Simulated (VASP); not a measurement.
Here is a VASP 6.6.1 calculation.

File INCAR:

```
SYSTEM = MgO
PREC = Accurate
ENCUT = 520
EDIFF = 1E-7
ISMEAR = 0
SIGMA = 0.02
LREAL = .False.
LASPH = .True.
NELM = 100
ALGO = Normal
ISIF = 3
LWAVE = .False.
LCHARG = .False.
GGA = PE
IBRION = 2
NSW = 80
EDIFFG = -0.002
```

KPOINTS

```
regular mesh
0
Gamma
  2 2 2
  0 0 0
```

File POSCAR:

```
MgO                                     
1.0
   -0.0000000000      2.1435596848      2.1435596848
    2.1435596848     -0.0000000000      2.1435596848
    2.1435596848      2.1435596848     -0.0000000000
  Mg              O             
     1     1
Direct
     0.0000000000000000    0.0000000000000000    0.0000000000000000
     0.5000000000000000    0.5000000000000000    0.5000000000000000
```

Potentials or basis: VASP PAW PBE potentials, release 64 (Mg, O).

Command:

```bash
$ cat potpaw_PBE.64/Mg/POTCAR potpaw_PBE.64/O/POTCAR > POTCAR
$ mpirun -np 1 vasp_std > vasp.out
```

Question: Estimate the relaxed volume.

Answer: 9.85 Å³/atom.

Question: Predict the space group after relaxing (to 0.05 Å).

Answer: Fm-3m (No. 225).

Question: What does it give for the relaxed cell?

Answer: a = 3.032 Å, b = 3.032 Å, c = 3.032 Å, α = 60.00°, β = 60.00°, γ = 60.00°.

Final structure:
```
Mg O
1.0
     0.00000    2.14387    2.14387
     2.14387    0.00000    2.14387
     2.14387    2.14387    0.00000
Mg O
1 1
Direct
  0.00000 0.00000 0.00000
  0.50000 0.50000 0.50000
```

Caveat: the k mesh is coarse (spacing up to 1.27 Å⁻¹), so the values aren't converged.
